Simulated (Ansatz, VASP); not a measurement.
**KMgF3: VASP beside Ansatz**

```
K Mg F
1.0
     3.98590    0.00000    0.00000
     0.00000    3.98590    0.00000
     0.00000    0.00000    3.98590
K Mg F
1 1 3
Direct
  0.50000 0.50000 0.50000
  0.00000 0.00000 0.00000
  0.00000 0.00000 0.50000
  0.50000 0.00000 0.00000
  0.00000 0.50000 0.00000
```

Alike in both runs: task single point; functional PBEsol; k mesh 7 × 7 × 7; occupations gaussian, width 0.1 eV; no spin polarisation.

|  | VASP | Ansatz |
| --- | --- | --- |
| version | VASP 6.6.1 | Ansatz 0.2.0 |
| potentials or method | VASP PAW PBE potentials, release 64 (K_sv, Mg_pv, F) | Ansatz PAW |
| plane-wave cutoff (eV) | 520 | 420 |
| valence electrons in the cell | 38 | 40 |

|  | VASP | Ansatz | Ansatz less VASP |
| --- | --- | --- | --- |
| gap on the k mesh at the Fermi level (eV) | 7.16 | 7.18 | +0.021 |
| least direct gap on the mesh (eV) | 7.45 | 7.47 | +0.021 |
| pressure (GPa) | 0.3 | 0.3 | -0.04 |

The two sets of potentials don't hold the same shells in valence.

Caveats: the PAW data sets were made with another functional, which shifts forces and pressure a little (VASP); an odd mesh through Γ misses points on the zone boundary, where band edges often lie (VASP); odd divisions of the mesh miss points on the zone boundary, where band edges often lie, so the gap on the mesh can be too wide (Ansatz); the pressure holds a Pulay correction of +0.6 GPa for the finite cutoff (Ansatz); the PAW data sets come from PBE, with cores solved anew for the run's functional, which leaves a small shift of forces and pressure (Ansatz). Expect the measured gap to be larger: semilocal functionals such as PBEsol lack the derivative discontinuity.
